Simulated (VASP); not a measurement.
Set up this calculation in VASP 6.6.1, as the native input.

```
Task                   : single point
Functional             : PBE
Potentials or basis    : VASP PAW PBE potentials, release 64 (Hf_pv, O)
Cutoff                 : 520 eV
k mesh                 : 8 × 8 × 8
Occupations            : gaussian, width 0.02 eV
Spin                   : no spin polarisation
Dipole correction      : no
Further INCAR settings : ALGO = Fast; EDIFF = 1e-06; NBANDS = 18
```

The structure of HfO2 lies in POSCAR:

```
HfO2
1.0
    0.0000000000      2.5488057644      2.5488057644
    2.5488057644      0.0000000000      2.5488057644
    2.5488057644      2.5488057644      0.0000000000
Hf O
1 2
Direct
    0.0000000000      0.0000000000      0.0000000000
    0.2500000000      0.2500000000      0.2500000000
    0.7500000000      0.7500000000      0.7500000000
```

Measurements of this composition are mostly on another form, of space group No. 14.

These files were run (other wordings do the same):

INCAR

```
  PREC = Accurate
  ENCUT = 520
  EDIFF = 1E-6
  ISMEAR = 0
  SIGMA = 0.02
  LREAL = F
  LASPH = T
  NELM = 100
  ALGO = Fast
  ISIF = 2
  LWAVE = F
  LCHARG = T
  GGA = PE
  LELF = T
  LVHAR = T
  NBANDS = 18
```

KPOINTS

```
regular mesh
0
Gamma
  8 8 8
```

Potentials or basis: VASP PAW PBE potentials, release 64 (Hf_pv, O).

Run with:

```console
$ cat potpaw_PBE.64/Hf_pv/POTCAR potpaw_PBE.64/O/POTCAR > POTCAR
$ mpirun -np 1 vasp_std > vasp.out
```

It gave:

```json
{"Pressure": "-3.6 GPa", "Band gap on the k mesh": "3.76 eV, direct"}
```

Caveat: spin-orbit coupling is left out, which moves the levels of the heavy elements.

It took 13 s on 1 thread of AMD EPYC 9R45 96-Core Processor (Zen 5), on a shared host, peak memory 0.13 GiB.
